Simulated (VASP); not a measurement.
Write the native input for VASP 6.6.1 that does the following.

```
Task                   : single point
Functional             : PBE
Potentials or basis    : VASP PAW PBE potentials, release 64 (Sb_d_GW, Ga_d_GW)
Cutoff                 : 450 eV
k mesh                 : 5 × 5 × 5
Occupations            : gaussian, width 0.02 eV
Spin                   : no spin polarisation
Further INCAR settings : ALGO = Fast; EDIFF = 1e-07; NBANDS = 21
```

The structure of GaSb lies in POSCAR:

```
GaSb
1.0
   -2.7534340000      2.7534340000      1.5907070000
    2.7534340000     -2.7534340000      1.5907070000
    2.7534340000      2.7534340000     -1.5907070000
Sb Ga
1 1
Direct
    0.0000000000      0.0000000000      0.0000000000
    0.7500000000      0.2500000000      0.5000000000
```

Measurements of this composition are mostly on another form, of space group No. 216.

The input as run:

INCAR

```
ALGO = Fast ; EDIFF = 1E-7
ENCUT = 450 ; GGA = PE
ISIF = 2 ; ISMEAR = 0
LASPH = T ; LCHARG = F
LREAL = F ; LWAVE = F
NBANDS = 21 ; NELM = 80
PREC = Accurate ; SIGMA = 0.02
```

KPOINTS

```
k-points
0
Gamma
  5 5 5
```

Potentials or basis: VASP PAW PBE potentials, release 64 (Sb_d_GW, Ga_d_GW).

The run is started by

```bash
$ cat potpaw_PBE.64/Sb_d_GW/POTCAR potpaw_PBE.64/Ga_d_GW/POTCAR > POTCAR
$ mpirun -np 1 vasp_std > vasp.out
```

Results of the run:

```json
{"Band gap on the k mesh": "none (metal or under the smearing width)"}
```

Caveat: the k mesh is coarse (spacing up to 0.46 Å⁻¹), so the values aren't converged.

Run time: 43 s on 1 thread of Intel(R) Xeon(R) 6975P-C (Granite Rapids), with other jobs on the host, peak memory 0.18 GiB.
